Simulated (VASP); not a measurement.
A run of VASP 6.6.1 is set up as follows.

INCAR

```
PREC = Accurate
ENCUT = 900
EDIFF = 1E-6
ISMEAR = -1
SIGMA = 0.05
LREAL = False
LASPH = True
NELM = 60
ALGO = Fast
ISIF = 3
LWAVE = False
LCHARG = False
GGA = PE
IBRION = 2
NSW = 60
EDIFFG = -0.01
```

Contents of KPOINTS:

```
Automatic mesh
0
Gamma
  8 8 8
```

File POSCAR:

```
GaAs
1.0
    0.0000000000      2.8268500000      2.8268500000
    2.8268500000      0.0000000000      2.8268500000
    2.8268500000      2.8268500000      0.0000000000
As Ga
1 1
Direct
    0.7500000000      0.7500000000      0.7500000000
    0.0000000000      0.0000000000      0.0000000000
```

Potentials or basis: VASP PAW PBE potentials, release 64 (As, Ga_d).

The run is started by

```sh
$ cat potpaw_PBE.64/As/POTCAR potpaw_PBE.64/Ga_d/POTCAR > POTCAR
$ mpirun -np 1 vasp_std > vasp.out
```

Question: What does it give for the relaxed cell?

Answer: a = 4.068 Å, b = 4.068 Å, c = 4.068 Å, α = 60.00°, β = 60.00°, γ = 60.00°.

Question: Estimate the relaxed volume.

Answer: 23.81 Å³/atom.

Question: Predict the band gap on the k mesh.

Answer: 0.13 eV, direct.

The path:
```
step  energy change (eV)  largest force (eV/Å)  pressure (GPa)  volume (Å³)
   1              0.0000                0.0000            3.48        45.18
   2             -0.0211                0.0000           -1.00        48.46
   3             -0.0242                0.0000            0.17        47.54
   4             -0.0242                0.0000           -0.14        47.67
   5             -0.0242                0.0000            0.00        47.61
```

As with any semilocal functional, this PBE gap is likely too small. PBE usually gives volumes a little too large and moduli too small.
